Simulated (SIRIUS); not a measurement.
Runs of SIRIUS 7.12.0 on GaN. It takes space group P6_3mc (No. 186, hexagonal). Conventional cell: a = 3.180 Å, b = 3.180 Å, c = 5.166 Å, α = 90.00°, β = 90.00°, γ = 120.00°. Ga (site symmetry 3m) is surrounded by 4 N at 1.94 to 1.95 Å. N (site symmetry 3m) has 4 Ga at 1.94 to 1.95 Å as nearest neighbours. 

| task | level | reference energy of the basis | start of the SCF | gap on the mesh (eV) | V0 of scaled cells (Å³/atom) | B0 (GPa) | largest force (eV/Å) |
| --- | --- | --- | --- | --- | --- | --- | --- |
| single point | PBEsol | 0.24 Ha | LDA density | 1.93 | - | - | (c) |
| equation of state | PBE | - | - | - | (b) | 172 | - |
| equation of state | PBEsol | - | - | - | 11.37 | (a) | - |
| single point | PBE | 0.24 Ha | LDA density | 1.99 | - | - | 0.14 |

Alike in all rows: potentials or basis all-electron FP-LAPW, apw+lo standard; no spin polarisation; cell as given; k mesh 10 × 10 × 5; cutoff (eV) 335; smearing fermi-dirac 0.05 eV.

Q: Estimate the missing entries.

A: (a) 189; (b) 11.75; (c) 0.13.

Caveats: an odd mesh through Γ misses points on the zone boundary, where band edges often lie (some runs); the cell was scaled at fixed shape and fractional positions, which overstates the stiffness of a crystal with free parameters, most of all of layers and chains (some runs).

A k mesh can miss the band edges, and the runs leave out spin-orbit coupling on Ga.

Not every run made on this cell is shown here.
